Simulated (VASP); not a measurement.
Here is a VASP 6.6.1 calculation.

The input POSCAR:

```
MnSi
1.0
    0.0388770000      2.5518970000      2.5325590000
    2.5216620000      0.0244570000      2.5469790000
    2.5253530000      2.5700080000      0.0207660000
Mn Si
1 1
Cartesian
    0.0000000000      0.0000000000      0.0000000000
    1.2714730000      1.2865905000      1.2750760000
```

Contents of INCAR.step1:

```
PREC = Accurate ; ENCUT = 520
EDIFF = 1E-7 ; ISMEAR = 0
SIGMA = 0.1 ; LREAL = F
LASPH = T ; NELM = 100
ALGO = Normal ; ISIF = 2
LWAVE = F ; LCHARG = T
ISPIN = 2 ; MAGMOM = 4 0
LORBIT = 11 ; LMAXMIX = 4
LDAU = T ; LDAUTYPE = 1
LDAUL = 2 -1 ; LDAUU = 2 0
LDAUJ = 1 0 ; LDAUPRINT = 1
GGA = PS ; LUSE_VDW = T
IVDW_NL = 2 ; BPARAM = 20.0
CPARAM = 0.0093 ; NBANDS = 20
```

KPOINTS.step1

```
Automatic mesh
0
Gamma
  9 9 9
```

File INCAR.step2:

```
PREC = Accurate ; ENCUT = 520
EDIFF = 1E-7 ; ISMEAR = 0
SIGMA = 0.05 ; LREAL = F
LASPH = T ; NELM = 100
ALGO = Normal ; ISIF = 2
LWAVE = F ; LCHARG = F
ISPIN = 2 ; MAGMOM = 4 0
LORBIT = 11 ; LMAXMIX = 4
LDAU = T ; LDAUTYPE = 1
LDAUL = 2 -1 ; LDAUU = 2 0
LDAUJ = 1 0 ; LDAUPRINT = 1
GGA = PS ; LUSE_VDW = T
IVDW_NL = 2 ; BPARAM = 20.0
CPARAM = 0.0093 ; NBANDS = 20
ICHARG = 11
```

KPOINTS.step2

```
path XGY,LGZ,NGM,RG
20
line-mode
reciprocal
 0.0000000000  0.0000000000 -0.5000000000  X
 0.0000000000  0.0000000000  0.0000000000  G

 0.0000000000  0.0000000000  0.0000000000  G
 0.5000000000  0.5000000000  0.5000000000  Y

 0.5000000000  0.5000000000  0.0000000000  L
 0.0000000000  0.0000000000  0.0000000000  G

 0.0000000000  0.0000000000  0.0000000000  G
 0.0000000000 -0.5000000000  0.0000000000  Z

 0.0000000000 -0.5000000000 -0.5000000000  N
 0.0000000000  0.0000000000  0.0000000000  G

 0.0000000000  0.0000000000  0.0000000000  G
 0.5000000000  0.0000000000  0.5000000000  M

 0.5000000000  0.0000000000  0.0000000000  R
 0.0000000000  0.0000000000  0.0000000000  G
```

Potentials or basis: VASP PAW PBE potentials, release 64 (Mn_pv, Si).

The run is started by

```bash
$ cat potpaw_PBE.64/Mn_pv/POTCAR potpaw_PBE.64/Si/POTCAR > POTCAR
$ cp INCAR.step1 INCAR
$ cp KPOINTS.step1 KPOINTS
$ mpirun -np 1 vasp_std > vasp.out
$ cp INCAR.step2 INCAR
$ cp KPOINTS.step2 KPOINTS
$ mpirun -np 1 vasp_std > vasp.out
```

**Question.** Predict the net moment.

**Answer.** 2.17 μB per cell.

**Question.** Predict the band gap along the path.

**Answer.** None (metal or under the smearing width).

Caveat: the U is typed as a test and isn't derived for this compound. The state reached can hang on the start; a lower one may exist.
